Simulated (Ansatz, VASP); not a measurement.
**Sr in VASP and in Ansatz**

```
Sr
1.0
    -2.45175    2.45175    2.30613
     2.45175   -2.45175    2.30613
     2.45175    2.45175   -2.30613
Sr
1
Direct
  0.00000 0.00000 0.00000
```

Change from the starting cell: z stretched by -4 % at fixed volume, PAW files.

Alike in both runs: task electric field gradients; functional r2SCAN; k mesh 10 × 10 × 10; occupations fermi-dirac, width 0.05 eV; no spin polarisation.

|  | VASP | Ansatz |
| --- | --- | --- |
| version | VASP 6.6.1 | Ansatz 0.2.0 |
| potentials or method | VASP PAW PBE potentials, release 64 (Sr_sv) | PAW with Ansatz's default frozen-core files, scalar-relativistic |
| plane-wave cutoff (eV) | 520 | 500 |
| valence electrons in the cell | 10 | 10 |

VASP gave:

| Item | Value |
| --- | --- |
| pressure (GPa) | 0.1 |
| largest component of the traceless stress (GPa) | 0.10 |
| Vzz of the field gradient on the site that differs most (V/Å²) | 5.5 |

Task: What did Ansatz give for the same quantities?

Result: Pressure (GPa): 0.1; largest component of the traceless stress (GPa): 0.09; Vzz of the field gradient on the site that differs most (V/Å²): 5.9.

The functional is the same, so the differences come from potentials, cutoffs and numerics. Ansatz warned: «gradients_without_spin_orbit».

Caveats: the PAW data sets were made with another functional, which shifts forces and pressure a little (VASP).
